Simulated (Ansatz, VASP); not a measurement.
# Si: VASP beside Ansatz

INCAR

```
SYSTEM = Si
PREC = Accurate
ENCUT = 520
EDIFF = 1E-6
ISMEAR = 0
SIGMA = 0.15
LREAL = .False.
LASPH = .True.
NELM = 80
ALGO = Normal
ISIF = 2
LWAVE = .False.
LCHARG = .True.
LELF = .True.
LVHAR = .True.
NBANDS = 8
```

Contents of KPOINTS:

```
Automatic mesh
0
Gamma
  24 24 22
  0 0 0
```

POSCAR

```
Si
1.0
    2.6205428149      0.0000000000      0.0000000000
   -1.3102714075      2.2694566494      0.0000000000
    0.0000000000      0.0000000000      2.4663543900
Si
1
Direct
    0.0000000000      0.0000000000      0.0000000000
```

Input for Ansatz:

```yaml
crystal:
  lattice:
    - [2.6205428149, 0.0, 0.0]
    - [-1.3102714075, 2.2694566494, 0.0]
    - [0.0, 0.0, 2.46635439]
  atoms:
    - { symbol: Si, position: [0.0, 0.0, 0.0] }
basis:
  ecutwfc: 420
kpoints:
  mp_grid: { grid: [24, 24, 22] }
hamiltonian:
  xc: lda
scf:
  occupations: { method: gaussian, width: 0.15 }
output:
  forces: true
  stress: true
  eigenvalues: true
```

This isn't the form of Si at room conditions, which is diamond.

Alike in both runs: task single point; functional LDA; k mesh 24 × 24 × 22; occupations gaussian, width 0.15 eV; no spin polarisation.

|  | VASP | Ansatz |
| --- | --- | --- |
| version | VASP 6.6.1 | Ansatz 0.2.0 |
| potentials or method | VASP PAW LDA potentials, release 64 (Si) | scalar-relativistic, plane waves, PAW |
| plane-wave cutoff (eV) | 520 | 420 |
| valence electrons in the cell | 4 | 4 |

```tsv
	VASP	Ansatz	Ansatz less VASP
gap on the k mesh at the Fermi level (eV)	none	none	-
pressure (GPa)	-0.7	-0.8	-0.08
largest component of the traceless stress (GPa)	0.30	0.27	-0.025
```

A gap of «none» marks a metal or a gap that the smearing closes.
